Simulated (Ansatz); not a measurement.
# SiC: the cost of one run

Program: Ansatz 0.2.0. Level of theory: DFT PBE, scalar-relativistic, plane waves, PAW. These are calculated values, not measurements.

The COD entry's cell or inner coordinates are ideal or old and differ from later refinements, so a difference from it is no clean test against experiment.

2 further runs of the same task are left out: 2 set aside as unsound or not needed.

## Step 1: The system as given

Symmetry: F-43m, No. 216, cubic system. The conventional cell has a = 4.380 Å, b = 4.380 Å, c = 4.380 Å, α = 90.00°, β = 90.00°, γ = 90.00°. Si (site symmetry -43m) has 4 C at 1.90 Å as nearest neighbours. C (site symmetry -43m) is surrounded by 4 Si at 1.90 Å.

Coordinates:

```
Si C
1.0
     0.00000    2.18983    2.18983
     2.18983    0.00000    2.18983
     2.18983    2.18983    0.00000
Si C
1 1
Direct
  0.00000 0.00000 0.00000
  0.75000 0.75000 0.75000
```

This cell was relaxed beforehand with the same method: volume 10.50 Å³/atom, gap on the mesh 1.37 eV.

## Step 2: Plan of the line

The energy is mapped over two homogeneous strains; x, y and z are the crystal's own axes (z along the conventional c), which in the input's Cartesian frame point along (1.00, 0.00, 0.00), (0.00, 0.00, -1.00), (0.00, 1.00, 0.00).

The axes are (1) strain +e along x and -e along y: 9 values from −7.00 %; (2) strain +e along z and -e/2 along x and y: 9 values from −4 to 4 %.

Nothing else is relaxed (symmetry fixes all fractional coordinates). Energies count from the relaxed crystal. Points are written as (first, second).

## Step 3: Grid point (−7.00 %, −4 %)

Contents of input.yaml:

```yaml
crystal:
  lattice:
    - [0.0, 2.1022340578, 2.3869115864]
    - [2.0803357863, 0.0, 2.3869115864]
    - [2.0803357863, 2.1022340578, 0.0]
  atoms:
    - { symbol: Si, position: [0.0, 0.0, 0.0] }
    - { symbol: C, position: [0.75, 0.75, 0.75] }
basis:
  ecutwfc: 520.0
kpoints:
  mp_grid: { grid: [10, 10, 10] }
hamiltonian:
  xc: pbe
  pseudopotentials: { kind: paw, azcp: { folder: soft_1 } }
scf:
  occupations: { method: gaussian, width: 0.05 }
output:
  forces: true
  stress: true
  eigenvalues: true
```

Run with:

```
$ ansatz run input.yaml --threads 1 --pin off --max-ram 2048MiB --backend cpu --events-out ev --progress --plain --runs-dir out
```

**Question.** How long does this run take on 1 thread of Arm Neoverse N1, shared host, and how much memory does it need?

About 7.9 s, with a peak of 0.32 GiB.
